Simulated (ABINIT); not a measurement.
# Ta (Im-3m) in ABINIT: equation of state

How stiff is Ta in PBEsol, and what volume does it want? The cell is scaled to several volumes.

All numbers are computed with ABINIT 10.8.3 (patched build); they aren't measurements. Logs are shortened: lines on timing, memory, paths and dates and some standing lists are left out, and cuts for length are marked. The log counts tension as positive stress, the text compression.

**What was measured.**

“Refinement of the equation of state of tantalum”, 2004, arxiv:cond-mat/0403080 quotes, for a bulk crystal of Ta: bulk modulus 194 GPa.

The results are compared with them further down.

## Step 1: Starting point

The structure is cubic, space group Im-3m (No. 229). Conventional cell: a = 3.303 Å, b = 3.303 Å, c = 3.303 Å, α = 90.00°, β = 90.00°, γ = 90.00°. Around Ta (site symmetry m-3m) lie 8 Ta at 2.86 Å.

## Step 2: Equation of state, PBEsol

Contents of run.abi:

```
# Datasets: one volume each
ndtset 7
getwfk -1
scalecart1 3*0.9795861087
scalecart2 3*0.9864848297
scalecart3 3*0.9932883884
scalecart4 3*1.0000000000
scalecart5 3*1.0066227096
scalecart6 3*1.0131594038
scalecart7 3*1.0196128224

# Pseudopotentials
pp_dirpath "./"
pseudos "Ta.upf"

# Structure
acell 3*1.0 Angstrom
rprim
    -1.6512800000     1.6512800000     1.6512800000
     1.6512800000    -1.6512800000     1.6512800000
     1.6512800000     1.6512800000    -1.6512800000
ntypat 1
znucl 73
natom 1
typat 1
xred
     0.0000000000     0.0000000000     0.0000000000

# Plane-wave basis
ecut 789.130201 eV

# k points
kptopt 1
ngkpt 11 11 11
nshiftk 1
shiftk 0.0 0.0 0.0

# Exchange and correlation
ixc -116133

# Bands and occupations
nband 11
occopt 3
tsmear 0.00183747

# SCF cycle
nstep 100
tolvrs 1.0e-10

# Output
iomode 3
prtwf 1
prtden 0
prteig 0
prtebands 0
```

Potentials or basis: PseudoDojo NC SR PBEsol v0.4.1 standard.

Launch:

```console
$ abinit run.abi > log 2>&1
```

run.abo:

```text
.Version 10.8.3 of ABINIT
 DATASET    1 : space group Im -3 m (#229); Bravais cI (body-center cubic)
================================================================================
 Values of the parameters that define the memory need for DATASET  1.
     intxc =       0    ionmov =       0      iscf =       7    lmnmax =       8
     lnmax =       8     mgfft =      27  mpssoang =       4    mqgrid =    3001
     natom =       1  nloc_mem =       1    nspden =       1   nspinor =       1
    nsppol =       1      nsym =      48    n1xccc =    2501    ntypat =       1
    occopt =       3   xclevel =       2
       mpw =         875          nfft =       19683          nkpt =          56
================================================================================
================================================================================
[... 61 lines left out ...]
 DATASET    7 : space group Im -3 m (#229); Bravais cI (body-center cubic)
================================================================================
 Values of the parameters that define the memory need for DATASET  7.
     intxc =       0    ionmov =       0      iscf =       7    lmnmax =       8
     lnmax =       8     mgfft =      30  mpssoang =       4    mqgrid =    3001
     natom =       1  nloc_mem =       1    nspden =       1   nspinor =       1
    nsppol =       1      nsym =      48    n1xccc =    2501    ntypat =       1
    occopt =       3   xclevel =       2
       mpw =         970          nfft =       27000          nkpt =          56
================================================================================
================================================================================

--------------------------------------------------------------------------------
------------- Echo of variables that govern the present computation ------------
--------------------------------------------------------------------------------
 -outvars: echo values of preprocessed input variables --------
            acell      1.8897261259E+00  1.8897261259E+00  1.8897261259E+00 Bohr
              amu      1.80947900E+02
             ecut      2.90000000E+01 Hartree
           getwfk          -1
                       outvar_i_n : Printing only first  50 k-points.
              ixc     -116133
           jdtset        1    2    3    4    5    6    7
                       outvar_i_n : Printing only first  50 k-points.
         kptrlatt       11    0    0      0   11    0      0    0   11
          kptrlen1     5.82392158E+01
          kptrlen2     5.86493646E+01
          kptrlen3     5.90538558E+01
          kptrlen4     5.94528804E+01
          kptrlen5     5.98466196E+01
          kptrlen6     6.02352449E+01
          kptrlen7     6.06189192E+01
            natom           1
            nband          11
           ndtset           7
            ngfft1         27      27      27
            ngfft2         27      27      27
            ngfft3         27      27      27
            ngfft4         30      30      30
            ngfft5         30      30      30
            ngfft6         30      30      30
            ngfft7         30      30      30
             nkpt          56
            nstep         100
             nsym          48
           ntypat           1
                       prtocc : prtvol=0, do not print more k-points.
           occopt           3
           prtden           0
        prtebands           0
           prteig           0
            rprim1    -1.6175709496E+00  1.6175709496E+00  1.6175709496E+00
                       1.6175709496E+00 -1.6175709496E+00  1.6175709496E+00
                       1.6175709496E+00  1.6175709496E+00 -1.6175709496E+00
            rprim2    -1.6289626696E+00  1.6289626696E+00  1.6289626696E+00
                       1.6289626696E+00 -1.6289626696E+00  1.6289626696E+00
                       1.6289626696E+00  1.6289626696E+00 -1.6289626696E+00
            rprim3    -1.6401972500E+00  1.6401972500E+00  1.6401972500E+00
                       1.6401972500E+00 -1.6401972500E+00  1.6401972500E+00
                       1.6401972500E+00  1.6401972500E+00 -1.6401972500E+00
            rprim4    -1.6512800000E+00  1.6512800000E+00  1.6512800000E+00
                       1.6512800000E+00 -1.6512800000E+00  1.6512800000E+00
                       1.6512800000E+00  1.6512800000E+00 -1.6512800000E+00
            rprim5    -1.6622159479E+00  1.6622159479E+00  1.6622159479E+00
                       1.6622159479E+00 -1.6622159479E+00  1.6622159479E+00
                       1.6622159479E+00  1.6622159479E+00 -1.6622159479E+00
            rprim6    -1.6730098603E+00  1.6730098603E+00  1.6730098603E+00
                       1.6730098603E+00 -1.6730098603E+00  1.6730098603E+00
                       1.6730098603E+00  1.6730098603E+00 -1.6730098603E+00
            rprim7    -1.6836662614E+00  1.6836662614E+00  1.6836662614E+00
                       1.6836662614E+00 -1.6836662614E+00  1.6836662614E+00
                       1.6836662614E+00  1.6836662614E+00 -1.6836662614E+00
          spgroup         229
           tolvrs      1.00000000E-10
           tsmear      1.83747000E-03 Hartree
            typat      1
                       outvars : Printing only first  50 k-points.
            znucl       73.00000

================================================================================

 chkinp: Checking input parameters for consistency, jdtset=   1.

 chkinp: Checking input parameters for consistency, jdtset=   2.
[... 29 lines left out ...]
 getcut: wavevector=  0.0000  0.0000  0.0000  ngfft=  27  27  27
         ecut(hartree)=     29.000   => boxcut(ratio)=   2.02875

--- Pseudopotential description ------------------------------------------------
- pspini: atom type   1  psp file is ./Ta.upf
12 -116133 3 -1 1432                          pspcod,pspxc,lmax,lloc,mmax
     nproj     2     2     2     2

   2.82201481E+02                                ecore*ucvol(ha*bohr**3)
--------------------------------------------------------------------------------

================================================================================

--- !BeginCycle
iteration_state: {dtset: 1, }
solver: {iscf: 7, nstep: 100, nline: 4, wfoptalg: 0, }
tolerances: {tolvrs: 1.00E-10, }
...
[... 401 lines left out ...]
 getcut: wavevector=  0.0000  0.0000  0.0000  ngfft=  30  30  30
         ecut(hartree)=     29.000   => boxcut(ratio)=   2.28969

 getcut : COMMENT -
  Note that boxcut > 2.2 ; recall that boxcut=Gcut(box)/Gcut(sphere) = 2
  is sufficient for exact treatment of convolution.
  Such a large boxcut is a waste : you could raise ecut
  e.g. ecut=   38.009472 Hartrees makes boxcut=2

--------------------------------------------------------------------------------

-inwffil : will read wavefunctions from disk file runo_DS3_WFK.nc

================================================================================
[... 131 lines left out ...]
 getcut: wavevector=  0.0000  0.0000  0.0000  ngfft=  30  30  30
         ecut(hartree)=     29.000   => boxcut(ratio)=   2.27463

 getcut : COMMENT -
  Note that boxcut > 2.2 ; recall that boxcut=Gcut(box)/Gcut(sphere) = 2
  is sufficient for exact treatment of convolution.
  Such a large boxcut is a waste : you could raise ecut
  e.g. ecut=   37.510978 Hartrees makes boxcut=2

--------------------------------------------------------------------------------

-inwffil : will read wavefunctions from disk file runo_DS4_WFK.nc

================================================================================
[... 131 lines left out ...]
 getcut: wavevector=  0.0000  0.0000  0.0000  ngfft=  30  30  30
         ecut(hartree)=     29.000   => boxcut(ratio)=   2.25995

 getcut : COMMENT -
  Note that boxcut > 2.2 ; recall that boxcut=Gcut(box)/Gcut(sphere) = 2
  is sufficient for exact treatment of convolution.
  Such a large boxcut is a waste : you could raise ecut
  e.g. ecut=   37.028513 Hartrees makes boxcut=2

--------------------------------------------------------------------------------

-inwffil : will read wavefunctions from disk file runo_DS5_WFK.nc

================================================================================
[... 131 lines left out ...]
 getcut: wavevector=  0.0000  0.0000  0.0000  ngfft=  30  30  30
         ecut(hartree)=     29.000   => boxcut(ratio)=   2.24565

 getcut : COMMENT -
  Note that boxcut > 2.2 ; recall that boxcut=Gcut(box)/Gcut(sphere) = 2
  is sufficient for exact treatment of convolution.
  Such a large boxcut is a waste : you could raise ecut
  e.g. ecut=   36.561269 Hartrees makes boxcut=2

--------------------------------------------------------------------------------

-inwffil : will read wavefunctions from disk file runo_DS6_WFK.nc

================================================================================
[... 106 lines left out ...]
-Cartesian components of stress tensor (GPa)         [Pressure= -1.4110E+01 GPa]
- sigma(1 1)=  1.41099257E+01  sigma(3 2)=  0.00000000E+00
- sigma(2 2)=  1.41099257E+01  sigma(3 1)=  0.00000000E+00
- sigma(3 3)=  1.41099257E+01  sigma(2 1)=  0.00000000E+00

== END DATASET(S) ==============================================================
================================================================================

 -outvars: echo values of variables after computation  --------
            acell      1.8897261259E+00  1.8897261259E+00  1.8897261259E+00 Bohr
           etotal1    -6.5081225760E+01
           etotal2    -6.5081797220E+01
           etotal3    -6.5081969968E+01
           etotal4    -6.5081786401E+01
           etotal5    -6.5081284721E+01
           etotal6    -6.5080497506E+01
           etotal7    -6.5079453131E+01
            fcart1    -0.0000000000E+00 -0.0000000000E+00 -0.0000000000E+00
            fcart2    -0.0000000000E+00 -0.0000000000E+00 -0.0000000000E+00
            fcart3    -0.0000000000E+00 -0.0000000000E+00 -0.0000000000E+00
            fcart4    -0.0000000000E+00 -0.0000000000E+00 -0.0000000000E+00
            fcart5    -0.0000000000E+00 -0.0000000000E+00 -0.0000000000E+00
            fcart6    -0.0000000000E+00 -0.0000000000E+00 -0.0000000000E+00
            fcart7    -0.0000000000E+00 -0.0000000000E+00 -0.0000000000E+00
            rprim1    -1.6175709496E+00  1.6175709496E+00  1.6175709496E+00
                       1.6175709496E+00 -1.6175709496E+00  1.6175709496E+00
                       1.6175709496E+00  1.6175709496E+00 -1.6175709496E+00
[... 17 lines left out ...]
                       1.6836662614E+00  1.6836662614E+00 -1.6836662614E+00
           strten1    -3.2278387846E-04 -3.2278387846E-04 -3.2278387846E-04
                       0.0000000000E+00  0.0000000000E+00  0.0000000000E+00
           strten2    -1.4952095036E-04 -1.4952095036E-04 -1.4952095036E-04
                       0.0000000000E+00  0.0000000000E+00  0.0000000000E+00
           strten3     5.4835511759E-06  5.4835511759E-06  5.4835511759E-06
                       0.0000000000E+00  0.0000000000E+00  0.0000000000E+00
           strten4     1.4387953448E-04  1.4387953448E-04  1.4387953448E-04
                       0.0000000000E+00  0.0000000000E+00  0.0000000000E+00
           strten5     2.6769409032E-04  2.6769409032E-04  2.6769409032E-04
                       0.0000000000E+00  0.0000000000E+00  0.0000000000E+00
           strten6     3.7901179972E-04  3.7901179972E-04  3.7901179972E-04
                       0.0000000000E+00  0.0000000000E+00  0.0000000000E+00
           strten7     4.7958662613E-04  4.7958662613E-04  4.7958662613E-04
                       0.0000000000E+00  0.0000000000E+00  0.0000000000E+00
 Calculation completed.
```

Run time: 65 s. Hardware: 1 thread of Arm Neoverse V2, shared host; peak memory 0.1 GiB.

Results:

```yaml
Equilibrium_volume: 17.64 Å³/atom
Bulk_modulus: 212 GPa
Pressure_derivative_of_the_bulk_modulus: 4.4
```

Energy against volume, from the lowest point:
```csv
volume (Å³/atom),energy (meV/atom)
16.930,20.25
17.290,4.70
17.650,0.00
18.010,5.00
18.371,18.65
18.731,40.07
19.091,68.49
```

Caveat: pressures at fixed basis lie under the slope of the energies.

## Step 3: Comparison with measurements

Step 2. Measured bulk modulus of Ta: 194 GPa (quoted in “Refinement of the equation of state of tantalum”, 2004, arxiv:cond-mat/0403080). This calculation gives 212 GPa (+9.1 %). The fit is for a static lattice scaled at fixed shape and fixed fractional positions.
